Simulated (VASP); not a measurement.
# PtSe2 (C2/m) in VASP: a series of runs

Runs on PtSe2. Level: PBEsol+U. Tasks: single point.

Program: VASP 6.6.1. These are calculated values, not measurements. Logs are shortened: lines on timing, memory, paths and dates and some standing lists are left out, and cuts for length are marked.

## 1. The crystal as given

It takes space group C2/m (No. 12, monoclinic). Conventional cell: a = 6.560 Å, b = 4.022 Å, c = 4.626 Å, α = 90.00°, β = 90.04°, γ = 90.00°. Pt (site symmetry 2/m) is surrounded by 6 Se at 2.45 to 2.71 Å. Se (site symmetry m) has 3 Pt at 2.45 to 2.71 Å as nearest neighbours.

The cell was built by a generator and isn't the measured one.

## 2. Single point, PBEsol+U, collinear spin, ferromagnetic start

File INCAR:

```
SYSTEM = PtSe2
ALGO = Normal
EDIFF = 1E-7
ENCUT = 520
GGA = PS
ISIF = 2
ISMEAR = 0
ISPIN = 2
LASPH = .True.
LCHARG = .False.
LDAU = .True.
LDAUJ = 0 0
LDAUL = 2 -1
LDAUPRINT = 1
LDAUTYPE = 2
LDAUU = 7 0
LMAXMIX = 4
LORBIT = 11
LREAL = .False.
LWAVE = .False.
MAGMOM = 0.5 0 0
NBANDS = 22
NELM = 60
PREC = Accurate
SIGMA = 0.05
```

File KPOINTS:

```
k-points
0
Gamma
  6 6 4
  0 0 0
```

File POSCAR:

```
PtSe2
1.0
    3.2802082100     -2.0108328800      0.0000000000
    3.2802082100      2.0108328800      0.0000000000
   -0.0032294100      0.0000000000      4.6257814300
Pt Se
1 2
Direct
    0.0000000000      0.0000000000      0.0000000000
    0.6879000000      0.6879000000      0.2889000000
    0.3121000000      0.3121000000      0.7111000000
```

Potentials or basis: VASP PAW PBE potentials, release 64 (Pt, Se).

Run with:

```bash
$ cat potpaw_PBE.64/Pt/POTCAR potpaw_PBE.64/Se/POTCAR > POTCAR
$ mpirun -np 1 vasp_std > vasp.out
```

OUTCAR:

```text
SYSTEM = PtSe2
   EDIFF = 1E-7
   ENCUT = 520
   GGA = PS
   ISIF = 2
   ISMEAR = 0
   ISPIN = 2
   LASPH = .True.
   LORBIT = 11
   LREAL = .False.
   NELM = 60
   PREC = Accurate

 ion  position               nearest neighbor table
   1  0.000  0.000  0.000-   2 2.45   3 2.45   2 2.71   2 2.71   3 2.71   3 2.71
   2  0.688  0.688  0.289-   1 2.45   1 2.71   1 2.71
   3  0.312  0.312  0.711-   1 2.45   1 2.71   1 2.71

  LATTYP: Found a base centered monoclinic cell.
 ALAT       =     6.5604164200
 B/A-ratio  =     0.6130198912
 C/A-ratio  =     0.7051050210
 COS(beta)  =    -0.0006981327

  Lattice vectors:

 A1 = (   3.2802082100,  -2.0108328800,   0.0000000000)
 A2 = (   3.2802082100,   2.0108328800,   0.0000000000)
 A3 = (  -0.0032294100,   0.0000000000,   4.6257814300)

Analysis of symmetry for initial positions (statically):
=====================================================================
 Subroutine PRICEL returns:
 Original cell was already a primitive cell.

 Routine SETGRP: Setting up the symmetry group for a
 base centered monoclinic supercell.

 Subroutine GETGRP returns: Found  4 space group operations
 (whereof  4 operations were pure point group operations)
 out of a pool of  4 trial point group operations.

The static configuration has the point symmetry C_2h.

Analysis of symmetry for dynamics (positions and initial velocities):
=====================================================================
 Subroutine PRICEL returns:
 Original cell was already a primitive cell.

 Routine SETGRP: Setting up the symmetry group for a
 base centered monoclinic supercell.

 Subroutine GETGRP returns: Found  4 space group operations
 (whereof  4 operations were pure point group operations)
 out of a pool of  4 trial point group operations.

The dynamic configuration has the point symmetry C_2h.

Analysis of structural, dynamic, and magnetic symmetry:
=====================================================================
 Subroutine PRICEL returns:
 Original cell was already a primitive cell.

 Routine SETGRP: Setting up the symmetry group for a
 base centered monoclinic supercell.

 Subroutine GETGRP returns: Found  4 space group operations
 (whereof  4 operations were pure point group operations)
 out of a pool of  4 trial point group operations.

The overall configuration has the point symmetry C_2h.

 Subroutine INISYM returns: Found  4 space group operations
 (whereof  4 operations are pure point group operations),
 and found     1 'primitive' translations

----------------------------------------------------------------------------------------

                                     Primitive cell

  volume of cell :      61.0229

  direct lattice vectors                    reciprocal lattice vectors
     3.280208210 -2.010832880  0.000000000     0.152429348 -0.248653185  0.000106416
     3.280208210  2.010832880  0.000000000     0.152429348  0.248653185  0.000106416
    -0.003229410  0.000000000  4.625781430     0.000000000  0.000000000  0.216179691

  length of vectors
     3.847494610  3.847494610  4.625782557     0.291655831  0.291655831  0.216179691

  position of ions in fractional coordinates (direct lattice)
     0.000000000  0.000000000  0.000000000
     0.687900000  0.687900000  0.288900000
     0.312100000  0.312100000  0.711100000

  ion indices of the primitive-cell ions
   primitive index   ion index
                 1           1
                 2           2
                 3           3

[... 86 lines left out ...]
   ISMEAR =     0;   SIGMA  =   0.05  broadening in eV -4-tet -1-fermi 0-gaus
   EFERMI_NEDOS =   21; number of points for ismear=-14 and -15
   IALGO  =     38    algorithm
   IMIX   =      4    mixing-type and parameters
     AMIX     =   0.40;   BMIX     =  1.00
     AMIX_MAG =   1.60;   BMIX_MAG =  1.00
  volume/ion in A,a.u.               =      20.34       137.27
  Fermi-wavevector in a.u.,A,eV,Ry     =   1.165158  2.201830 18.471183  1.357594
  Thomas-Fermi vector in A             =   2.301687
   LORBIT       =     11    0 simple, 1 ext, 2 COOP (PROOUT), +10 PAW based schemes
 LDA+U is selected, type is set to LDAUTYPE =  2
   angular momentum for each species LDAUL =     2   -1
   U (eV)           for each species LDAUU =   7.0  0.0
   J (eV)           for each species LDAUJ =   0.0  0.0
   GGA     = PS    functional components
   LHFCALC =     F    Hartree Fock is set to
   AEXX    =    0.0000 exact exchange contribution
   IVDW    =     0    specifies the selected vdW correction
   LEPSILON=     F    determine dielectric tensor
   LRPA    =     F    only Hartree local field effects (RPA)
 spin polarized calculation
 Gauss-broadening in eV      SIGMA  =   0.05
  energy-cutoff  :      520.00
  volume of cell :       61.02
 maximum number of plane-waves:      1668
 NGX is ok and might be reduce to    30
   NGX = 15   NGY = 15   NGZ = 17

 number of electron      22.0000000 magnetization       0.1185783

 Free energy of the ion-electron system (eV)
  ---------------------------------------------------
  ext. energy  EPLUGINS =         0.00000000
  ---------------------------------------------------
  free energy    TOTEN  =       -10.88518992 eV

  energy without entropy =      -10.88321654  energy(sigma->0) =      -10.88420323

atom =   1  type =  1  l = 2

 onsite density matrix

spin component  1

  0.8939 -0.0705  0.0000  0.0000  0.0000
 -0.0705  0.8653  0.0000  0.0000  0.0000
  0.0000  0.0000  0.9497  0.0110 -0.0072
  0.0000  0.0000  0.0110  0.8020  0.1089
  0.0000  0.0000 -0.0072  0.1089  0.8701

spin component  2

  0.8939 -0.0705  0.0000  0.0000  0.0000
 -0.0705  0.8653  0.0000  0.0000  0.0000
  0.0000  0.0000  0.9497  0.0110 -0.0072
  0.0000  0.0000  0.0110  0.8019  0.1089
  0.0000  0.0000 -0.0072  0.1089  0.8700

 occupancies and eigenvectors

  o =  0.7211  v =  0.0000  0.0000  0.0000  0.0000  0.0000  0.0000  0.0000  0.0574 -0.8045  0.5911      0.0000  0.0000  0.0000  0.0000  0.0000  0.0000  0.0000  0.0000  0.0000  0.0000
  o =  0.7212  v =  0.0000  0.0000  0.0574 -0.8045  0.5912  0.0000  0.0000  0.0000  0.0000  0.0000      0.0000  0.0000  0.0000  0.0000  0.0000  0.0000  0.0000  0.0000  0.0000  0.0000
  o =  0.8077  v =  0.0000  0.0000  0.0000  0.0000  0.0000 -0.6331 -0.7741  0.0000  0.0000  0.0000      0.0000  0.0000  0.0000  0.0000  0.0000  0.0000  0.0000  0.0000  0.0000  0.0000
  o =  0.8077  v = -0.6331 -0.7741  0.0000  0.0000  0.0000  0.0000  0.0000  0.0000  0.0000  0.0000      0.0000  0.0000  0.0000  0.0000  0.0000  0.0000  0.0000  0.0000  0.0000  0.0000
  o =  0.9495  v =  0.0000  0.0000  0.0000  0.0000  0.0000  0.0000  0.0000 -0.6121  0.4394  0.6574      0.0000  0.0000  0.0000  0.0000  0.0000  0.0000  0.0000  0.0000  0.0000  0.0000
  o =  0.9495  v =  0.0000  0.0000 -0.6125  0.4392  0.6572  0.0000  0.0000  0.0000  0.0000  0.0000      0.0000  0.0000  0.0000  0.0000  0.0000  0.0000  0.0000  0.0000  0.0000  0.0000
  o =  0.9510  v =  0.0000  0.0000  0.0000  0.0000  0.0000  0.0000  0.0000  0.7887  0.3996  0.4673      0.0000  0.0000  0.0000  0.0000  0.0000  0.0000  0.0000  0.0000  0.0000  0.0000
  o =  0.9510  v =  0.0000  0.0000  0.7884  0.3998  0.4675  0.0000  0.0000  0.0000  0.0000  0.0000      0.0000  0.0000  0.0000  0.0000  0.0000  0.0000  0.0000  0.0000  0.0000  0.0000
  o =  0.9515  v =  0.0000  0.0000  0.0000  0.0000  0.0000 -0.7741  0.6331  0.0000  0.0000  0.0000      0.0000  0.0000  0.0000  0.0000  0.0000  0.0000  0.0000  0.0000  0.0000  0.0000
  o =  0.9515  v = -0.7741  0.6331  0.0000  0.0000  0.0000  0.0000  0.0000  0.0000  0.0000  0.0000      0.0000  0.0000  0.0000  0.0000  0.0000  0.0000  0.0000  0.0000  0.0000  0.0000

 number of electron      22.0000000 magnetization       0.0000972

 Free energy of the ion-electron system (eV)
  ---------------------------------------------------
  ext. energy  EPLUGINS =         0.00000000
  ---------------------------------------------------
  free energy    TOTEN  =       -11.02799748 eV

  energy without entropy =      -11.02624853  energy(sigma->0) =      -11.02712301

 E-fermi :   5.5836     XC(G=0): -10.8682

 val. band max:        5.5746376952   @ k =  -0.3333   0.3333   0.0000
 cond. band min:       5.5837622012   @ k =   0.1667   0.0000   0.5000
 fundamental gap:      0.0091245060
 Fermi energy:         5.5836428577

 spin component 1

 k-point     1 :       0.0000    0.0000    0.0000
  band No.  band energies     occupation
      1      -9.4908      1.00000
      2      -6.1942      1.00000
      3      -1.3039      1.00000
      4      -0.5711      1.00000
      5      -0.1450      1.00000
      6       1.0151      1.00000
[... 1193 lines left out ...]
     21      17.9565      0.00000
     22      19.6457      0.00000

 [... further k-points ...]

------------------------ aborting loop because EDIFF is reached ----------------------------------------

  FORCE on cell =-STRESS in cart. coord.  units (eV):
  Direction    XX          YY          ZZ          XY          YZ          ZX
  --------------------------------------------------------------------------------------
  -------------------------------------------------------------------------------------
  Total       -3.0482657     -6.1775918     -2.8931398      0.0000000      0.0000000     -1.6028825
  in kB      -80.0333342   -162.1949395    -75.9604470      0.0000000      0.0000000    -42.0842678
  external PRESSURE =    -106.0629069 kB  Pullay stress =       0.0000000 kB

 VOLUME and BASIS-vectors are now :
 -----------------------------------------------------------------------------
  energy-cutoff  :      520.00
  volume of cell :       61.02
      direct lattice vectors                 reciprocal lattice vectors
     3.280208210 -2.010832880  0.000000000     0.152429348 -0.248653185  0.000106416
     3.280208210  2.010832880  0.000000000     0.152429348  0.248653185  0.000106416
    -0.003229410  0.000000000  4.625781430     0.000000000  0.000000000  0.216179691

 POSITION                                       TOTAL-FORCE (eV/Angst)
 -----------------------------------------------------------------------------------
      0.00000      0.00000      0.00000         0.000000      0.000000      0.000000
      4.51198      0.00000      1.33639        -0.324775      0.000000     -0.946719
      2.04521      0.00000      3.28939         0.324775      0.000000      0.946719
 -----------------------------------------------------------------------------------
    total drift:                                0.000000      0.000000      0.000000

  FREE ENERGIE OF THE ION-ELECTRON SYSTEM (eV)
  ---------------------------------------------------
  free  energy   TOTEN  =       -11.0279974768 eV

  energy  without entropy=      -11.0262485347  energy(sigma->0) =      -11.02712301

 total charge

# of ion       s       p       d       tot
------------------------------------------
    1        0.578   0.487   8.690   9.755
    2        1.501   2.117   0.059   3.677
    3        1.501   2.117   0.059   3.677
--------------------------------------------------
tot          3.580   4.720   8.808  17.109

 magnetization (x)

# of ion       s       p       d       tot
------------------------------------------
    1        0.000  -0.000   0.000   0.000
    2        0.000  -0.000   0.000  -0.000
    3        0.000  -0.000   0.000  -0.000
--------------------------------------------------
tot          0.000  -0.000   0.000   0.000
```

Wall time 2.2 min (1 thread of Intel Xeon Platinum 8375C at 2.90GHz (Ice Lake), shared host); peak memory 0.26 GiB.

What came out:

```
Free energy                                           : -11.0280 eV
Pressure                                              : -10.6 GPa
Largest force                                         : 1.001 eV/Å
Band gap on the k mesh                                : none (metal or under the smearing width)
Net moment                                            : 0.00 μB per cell
Valence electrons inside the program's atomic spheres : Pt 9.76; Se 3.68
```

Forces on the atoms (eV/Å):
```
Pt   0.000  0.000  0.000
Se  -0.325  0.000 -0.947
Se   0.325  0.000  0.947
```

Stress tensor (GPa, compression positive):
```
 -8.00   0.00  -4.21
  0.00 -16.22   0.00
 -4.21   0.00  -7.60
```

Eigenvalues of the final occupation matrices:
```tsv
site	spin	trace	eigenvalues
site 1 d	1	4.38	0.72 0.81 0.95 0.95 0.95
site 1 d	2	4.38	0.72 0.81 0.95 0.95 0.95
```

Caveat: the PAW data sets were made with another functional, which shifts forces and pressure a little. The state reached can hang on the start; a lower one may exist.

## 3. Single point, PBEsol+U, collinear spin, ferromagnetic start

File INCAR:

```
  PREC = Accurate
  ENCUT = 520
  EDIFF = 1E-6
  ISMEAR = 0
  SIGMA = 0.05
  LREAL = False
  LASPH = True
  NELM = 60
  ALGO = Normal
  ISIF = 2
  LWAVE = False
  LCHARG = True
  ISPIN = 2
  MAGMOM = 0.5 0 0
  LORBIT = 11
  LMAXMIX = 4
  LDAU = True
  LDAUTYPE = 2
  LDAUL = 2 -1
  LDAUU = 7 0
  LDAUJ = 0 0
  LDAUPRINT = 1
  GGA = PS
  LELF = True
  LVHAR = True
  NBANDS = 22
```

File KPOINTS:

```
Automatic mesh
0
Gamma
  6 6 4
```

POSCAR is that of step 2.

Potentials or basis: VASP PAW PBE potentials, release 64 (Pt, Se).

Run with:

```bash
$ cat potpaw_PBE.64/Pt/POTCAR potpaw_PBE.64/Se/POTCAR > POTCAR
$ mpirun -np 1 vasp_std > vasp.out
```

It took 1.9 min on 1 thread of Intel Xeon Platinum 8375C at 2.90GHz (Ice Lake), shared host; peak memory 0.26 GiB.

The run converged. Its results:

```yaml
Free_energy: -11.0280 eV
Pressure: -10.6 GPa
Largest_force: 1.001 eV/Å
Band_gap_on_the_k_mesh: none (metal or under the smearing width)
Net_moment: 0.00 μB per cell
Valence_electrons_inside_the_program's_atomic_spheres: Pt 9.76; Se 3.68
```

Forces on the atoms (eV/Å):
```
Pt   0.000  0.000  0.000
Se  -0.325  0.000 -0.947
Se   0.325  0.000  0.947
```

Stress tensor (GPa, compression positive):
```
 -8.00   0.00  -4.21
  0.00 -16.22   0.00
 -4.21   0.00  -7.60
```

Levels at points of the mesh, in eV from the Fermi level:
Spin up:
```tsv
k point	band 8	band 9	band 10	band 11	band 12	band 13	band 14	band 15
(0.00, 0.00, 0.00)	-2.91	-0.89	-0.26	-0.06	0.80	1.00	3.99	4.09
(0.50, 0.00, 0.00)	-3.48	-3.22	-2.96	-2.31	-0.03	2.65	5.72	7.11
(0.50, 0.50, 0.00)	-3.88	-3.57	-2.79	-2.13	1.01	2.23	5.08	6.09
(0.00, 0.00, 0.50)	-2.38	-2.09	-2.02	-1.41	2.03	2.34	5.59	6.86
(0.50, 0.00, 0.50)	-3.73	-3.45	-1.63	0.04	0.12	1.81	5.10	5.15
(0.50, 0.50, 0.50)	-4.31	-3.39	-1.79	-1.29	-0.55	1.12	6.15	6.29
```
Spin down:
| k point | band 8 | band 9 | band 10 | band 11 | band 12 | band 13 | band 14 | band 15 |
| --- | --- | --- | --- | --- | --- | --- | --- | --- |
| (0.00, 0.00, 0.00) | -2.91 | -0.89 | -0.26 | -0.06 | 0.80 | 1.00 | 3.99 | 4.09 |
| (0.50, 0.00, 0.00) | -3.48 | -3.22 | -2.96 | -2.31 | -0.03 | 2.65 | 5.72 | 7.11 |
| (0.50, 0.50, 0.00) | -3.88 | -3.57 | -2.79 | -2.13 | 1.01 | 2.23 | 5.08 | 6.09 |
| (0.00, 0.00, 0.50) | -2.38 | -2.09 | -2.02 | -1.41 | 2.03 | 2.34 | 5.59 | 6.86 |
| (0.50, 0.00, 0.50) | -3.73 | -3.45 | -1.63 | 0.04 | 0.12 | 1.81 | 5.10 | 5.15 |
| (0.50, 0.50, 0.50) | -4.31 | -3.39 | -1.79 | -1.29 | -0.55 | 1.12 | 6.15 | 6.29 |

Eigenvalues of the final occupation matrices:
```tsv
site	spin	trace	eigenvalues
site 1 d	1	4.38	0.72 0.81 0.95 0.95 0.95
site 1 d	2	4.38	0.72 0.81 0.95 0.95 0.95
```

Caveat: the PAW data sets were made with another functional, which shifts forces and pressure a little. The run has no spin-orbit coupling, so splittings on Pt are missing.
